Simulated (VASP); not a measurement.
Wanted: the native input for a VASP 6.6.1 run.

| Property | Result |
| --- | --- |
| Task | single point |
| Functional | LDA |
| Potentials or basis | VASP PAW LDA potentials, release 64 (S, W_sv) |
| Cutoff | 520 eV |
| k mesh | 12 × 12 × 1 |
| Occupations | gaussian, width 0.03 eV |
| Spin | no spin polarisation |
| Dipole correction | yes |
| Further INCAR settings | ALGO = Normal; EDIFF = 1e-06; NBANDS = 20 |

The structure of WS2 lies in POSCAR:

```
WS2
1.0
    3.1258070589      0.0000000000      0.0000000000
   -1.5629035294      2.7070283203      0.0000000000
    0.0000000000      0.0000000000     30.0800000023
S W
2 1
Direct
    0.6666666667      0.3333333333      0.2330324652
    0.6666666667      0.3333333333      0.3367813645
    0.3333333333      0.6666666667      0.2849069149
```

The cell was built by a generator and needn't be a form met in nature.

One way to write it, as run:

INCAR

```
SYSTEM = WS2
PREC     = Accurate       ! precision mode
ENCUT    = 520            ! plane-wave cutoff, eV
EDIFF    = 1E-6           ! SCF threshold, eV
ISMEAR   = 0              ! smearing method
SIGMA    = 0.03           ! smearing width, eV
LREAL    = .FALSE.        ! projectors in reciprocal space
LASPH    = .TRUE.         ! aspherical terms in the spheres
NELM     = 100            ! most SCF steps
ALGO     = Normal         ! electronic algorithm
ISIF     = 2              ! what is computed and relaxed
LWAVE    = .FALSE.        ! write WAVECAR
LCHARG   = .TRUE.         ! write CHGCAR
LDIPOL   = .TRUE.       
IDIPOL   = 3            
DIPOL    = 0.5 0.5 0.285
GGA      = CA             ! functional
LELF     = .TRUE.         ! ELF
LVHAR    = .TRUE.       
LVACPOTAV= .TRUE.       
NBANDS   = 20             ! bands
```

KPOINTS

```
regular mesh
0
G
  12 12 1
  0 0 0
```

Potentials or basis: VASP PAW LDA potentials, release 64 (S, W_sv).

The run is started by

```sh
$ cat potpaw_LDA.64/S/POTCAR potpaw_LDA.64/W_sv/POTCAR > POTCAR
$ mpirun -np 1 vasp_std > vasp.out
```

It gave:

The largest force is 0.049 eV/Å, the band gap on the k mesh is 2.00 eV, direct and the ionisation potential of the upper face is 5.94 eV.

Caveat: spin-orbit coupling is left out, which moves the levels of the heavy elements.

Wall time 90 s on 1 thread of Intel(R) Xeon(R) Platinum 8559C (Emerald Rapids), on a shared host, peak memory 0.31 GiB.
